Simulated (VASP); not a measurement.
# Ge (Cmcm) in VASP: a series of runs, part 2 of 2

VASP 6.6.1. The steps go on from the part before.

### 3 Single point, PBE

File INCAR:

```
SYSTEM = Ge
PREC = Normal
ENCUT = 450
EDIFF = 1E-6
ISMEAR = 0
SIGMA = 0.05
LREAL = .False.
LASPH = .True.
NELM = 100
ALGO = Normal
ISIF = 2
LWAVE = .False.
LCHARG = .False.
GGA = PE
ADDGRID = .False.
```

File KPOINTS:

```
regular mesh
0
Gamma
  6 6 4
  0 0 0
```

File POSCAR:

```
Ge
1.0
    1.4880529250     -2.5946896100      0.0000000000
    1.4880529250      2.5946896100      0.0000000000
    0.0000000000      0.0000000000      4.7275957900
Ge
2
Direct
    0.3334466300      0.6665533700      0.2500000000
    0.6665533700      0.3334466300      0.7500000000
```

Potentials or basis: VASP PAW PBE potentials, release 64 (Ge_d).

Run with:

```console
cat potpaw_PBE.64/Ge_d/POTCAR > POTCAR
mpirun -np 1 vasp_std > vasp.out
```

OUTCAR:

```text
SYSTEM = Ge
   PREC = Normal
   ENCUT = 450
   EDIFF = 1E-6
   ISMEAR = 0
   LREAL = .False.
   LASPH = .True.
   NELM = 100
   ISIF = 2
   GGA = PE

 Found     39 irreducible k-points:

 Following reciprocal coordinates:
            Coordinates               Weight
  0.000000  0.000000  0.000000      1.000000
  0.166667  0.000000  0.000000      4.000000
  0.333333  0.000000  0.000000      4.000000
  0.500000  0.000000  0.000000      2.000000
  0.166667  0.166667  0.000000      2.000000
[... 204 lines left out ...]

  FORCE on cell =-STRESS in cart. coord.  units (eV):
  Direction    XX          YY          ZZ          XY          YZ          ZX
  --------------------------------------------------------------------------------------
  -------------------------------------------------------------------------------------
  Total        0.2523447      0.1441004      1.5949535      0.0000000      0.0000000      0.0000000
  in kB       11.0746642      6.3241436     69.9978171      0.0000000      0.0000000      0.0000000
  external PRESSURE =      29.1322083 kB  Pullay stress =       0.0000000 kB

 VOLUME and BASIS-vectors are now :
 -----------------------------------------------------------------------------
  energy-cutoff  :      450.00
  volume of cell :       36.51
      direct lattice vectors                 reciprocal lattice vectors
     1.488052925 -2.594689610  0.000000000     0.336009554 -0.192701277  0.000000000
     1.488052925  2.594689610  0.000000000     0.336009554  0.192701277  0.000000000
     0.000000000  0.000000000  4.727595790     0.000000000  0.000000000  0.211524006

 POSITION                                       TOTAL-FORCE (eV/Angst)
 -----------------------------------------------------------------------------------
      1.48805      0.86431      1.18190         0.000000      0.002672     -0.000000
      1.48805     -0.86431      3.54570         0.000000     -0.002672      0.000000
 -----------------------------------------------------------------------------------
    total drift:                                0.000000     -0.000000      0.000000

  FREE ENERGIE OF THE ION-ELECTRON SYSTEM (eV)
  ---------------------------------------------------
  free  energy   TOTEN  =        -8.3057085343 eV

  energy  without entropy=       -8.3033747491  energy(sigma->0) =       -8.30454164
```

stdout:

```text
POSCAR found type information on POSCAR Ge
 POSCAR found :  1 types and       2 ions
 scaLAPACK will be used
 LDA part: xc-table for (Slater+PW92), standard interpolation
 POSCAR, INCAR and KPOINTS ok, starting setup
 FFT: planning ... GRIDC
 FFT: planning ... GRID_SOFT
 FFT: planning ... GRID
 WAVECAR not read
 entering main loop
```

It took 4.8 s on 1 thread of Intel Xeon 6975P-C (Granite Rapids), shared host; peak memory 0.12 GiB.

The run converged, but some of its settings lie outside the range that counts as converged, so its numbers aren't taken as properties of the crystal.

What came out:

* Free energy: -8.3057 eV
* Pressure: 2.9 GPa
* Band gap on the k mesh: none (metal or under the smearing width)

Caveat: the k mesh is coarse (spacing up to 0.41 Å⁻¹), so the values aren't converged.

### 4 Single point, PBE

INCAR is that of step 3.

KPOINTS is that of step 3.

File POSCAR:

```
Ge
1.0
    1.4880529250     -2.5946896100      0.0000000000
    1.4880529250      2.5946896100      0.0000000000
    0.0000000000      0.0000000000      4.7275957900
Ge
2
Direct
    0.3592940000      0.6730280000      0.2256240000
    0.6679590000      0.3129580000      0.7530700000
```

Potentials or basis: VASP PAW PBE potentials, release 64 (Ge_d).

Run with:

```console
cat potpaw_PBE.64/Ge_d/POTCAR > POTCAR
mpirun -np 1 vasp_std > vasp.out
```

OUTCAR:

```text
SYSTEM = Ge
   PREC = Normal
   ENCUT = 450
   EDIFF = 1E-6
   ISMEAR = 0
   LREAL = .False.
   LASPH = .True.
   NELM = 100
   ISIF = 2
   GGA = PE

 Found     76 irreducible k-points:

 Following reciprocal coordinates:
            Coordinates               Weight
  0.000000  0.000000  0.000000      1.000000
  0.166667  0.000000  0.000000      2.000000
  0.000000  0.166667  0.000000      2.000000
  0.333333  0.000000  0.000000      2.000000
  0.000000  0.333333  0.000000      2.000000
  0.500000  0.000000  0.000000      1.000000
   k-points           NKPTS =     76   k-points in BZ     NKDIM =     76   number of bands    NBANDS=     18
   number of dos      NEDOS =    301   number of ions     NIONS =      2
   total plane-waves  NPLWV =   7168
   dimension x,y,z NGX =    16 NGY =   16 NGZ =   28
   dimension x,y,z NGXF=    32 NGYF=   32 NGZF=   56
   ions per type =               2
   NGX,Y,Z   is equivalent  to a cutoff of   8.89,  8.89,  9.85 a.u.
   NGXF,Y,Z  is equivalent  to a cutoff of  17.79, 17.79, 19.69 a.u.
 SYSTEM =  Ge
   PREC   = normal    normal or accurate (medium, high low for compatibility)
   ISTART =      0    job   : 0-new  1-cont  2-samecut
   ICHARG =      2    charge: 1-file 2-atom 10-const
   ISPIN  =      1    spin polarized calculation?
[... 53 lines left out ...]

 E-fermi :   7.2546     XC(G=0): -11.4590

 val. band max:        7.2508161891   @ k =  -0.1667   0.3333  -0.2500
 cond. band min:       7.2584400418   @ k =  -0.1667  -0.1667   0.2500
 fundamental gap:      0.0076238528
 Fermi energy:         7.2546045410

 k-point     1 :       0.0000    0.0000    0.0000
  band No.  band energies     occupation
      1     -17.6154      2.00000
      2     -17.6119      2.00000
      3     -17.6110      2.00000
      4     -17.6086      2.00000
      5     -17.6078      2.00000
      6     -17.5921      2.00000
[... 103 lines left out ...]
      5     -17.5639      2.00000
      6     -17.5416      2.00000
[... 10 lines left out ...]
     17       9.4415      0.00000
     18      13.3893      0.00000

 [... further k-points ...]

------------------------ aborting loop because EDIFF is reached ----------------------------------------

  FORCE on cell =-STRESS in cart. coord.  units (eV):
  Direction    XX          YY          ZZ          XY          YZ          ZX
  --------------------------------------------------------------------------------------
  -------------------------------------------------------------------------------------
  Total        0.4979311      0.6011484      1.6536159      0.0997757     -0.0582064      0.0108997
  in kB       21.8527292     26.3826358     72.5723354      4.3788599     -2.5545070      0.4783563
  external PRESSURE =      40.2692335 kB  Pullay stress =       0.0000000 kB

 VOLUME and BASIS-vectors are now :
 -----------------------------------------------------------------------------
  energy-cutoff  :      450.00
  volume of cell :       36.51
      direct lattice vectors                 reciprocal lattice vectors
     1.488052925 -2.594689610  0.000000000     0.336009554 -0.192701277  0.000000000
     1.488052925  2.594689610  0.000000000     0.336009554  0.192701277  0.000000000
     0.000000000  0.000000000  4.727595790     0.000000000  0.000000000  0.211524006

 POSITION                                       TOTAL-FORCE (eV/Angst)
 -----------------------------------------------------------------------------------
      1.53615      0.81404      1.06666         0.015875     -0.011336      0.353793
      1.45966     -0.92112      3.56021        -0.015875      0.011336     -0.353793
 -----------------------------------------------------------------------------------
    total drift:                                0.000061     -0.000227      0.000061

  FREE ENERGIE OF THE ION-ELECTRON SYSTEM (eV)
  ---------------------------------------------------
  free  energy   TOTEN  =        -8.2797964256 eV

  energy  without entropy=       -8.2772545985  energy(sigma->0) =       -8.27852551
```

stdout:

```text
POSCAR found type information on POSCAR Ge
 POSCAR found :  1 types and       2 ions
 scaLAPACK will be used
 LDA part: xc-table for (Slater+PW92), standard interpolation
 POSCAR, INCAR and KPOINTS ok, starting setup
 FFT: planning ... GRIDC
 FFT: planning ... GRID_SOFT
 FFT: planning ... GRID
 WAVECAR not read
 entering main loop
```

Run time: 7.2 s. Hardware: 1 thread of Intel Xeon 6975P-C (Granite Rapids), shared host; peak memory 0.14 GiB.

The run converged, but some of its settings lie outside the range that counts as converged, so its numbers aren't taken as properties of the crystal.

What came out:

* Free energy: -8.2798 eV
* Pressure: 4.0 GPa
* Largest force: 0.354 eV/Å
* Band gap on the k mesh: none (metal or under the smearing width)

Caveat: the k mesh is coarse (spacing up to 0.41 Å⁻¹), so the values aren't converged.

### 5 Single point, PBE

Changes to INCAR since step 4:

```diff
@@ -1,3 +1,3 @@
 SYSTEM = Ge
-PREC = Normal
+PREC = Accurate
 ENCUT = 450
@@ -6,3 +6,3 @@
 SIGMA = 0.05
-LREAL = .False.
+LREAL = Auto
 LASPH = .True.
```

KPOINTS is that of step 4.

File POSCAR:

```
Ge
1.0
    1.4880529250     -2.5946896100      0.0000000000
    1.4880529250      2.5946896100      0.0000000000
    0.0000000000      0.0000000000      4.7275957900
Ge
2
Direct
    0.3334466300      0.6665533700      0.2500000000
    0.6665533700      0.3334466300      0.7500000000
```

Run with:

```console
cat potpaw_PBE.64/Ge_d/POTCAR > POTCAR
mpirun -np 1 vasp_std > vasp.out
```

Wall time 13 s (1 thread of Intel Xeon 6975P-C (Granite Rapids), shared host); peak memory 0.15 GiB.

These settings aren't checked as converged: the numbers below hold their error.

What came out:

* Free energy: -8.3067 eV
* Pressure: 2.9 GPa
* Largest force: 0.003 eV/Å
* Band gap on the k mesh: none (metal or under the smearing width)

Caveat: the k mesh is coarse (spacing up to 0.41 Å⁻¹), so the values aren't converged.

### 6 For comparison

An earlier run on the cell as given: functional PBEsol; potentials or basis VASP PAW PBE potentials, release 64 (Ge_d); cutoff 520 eV; k mesh 10 × 10 × 6; occupations fermi-dirac, width 0.05 eV; no spin polarisation.

* Pressure: 0.5 GPa
* Band gap on the k mesh: none (metal or under the smearing width)
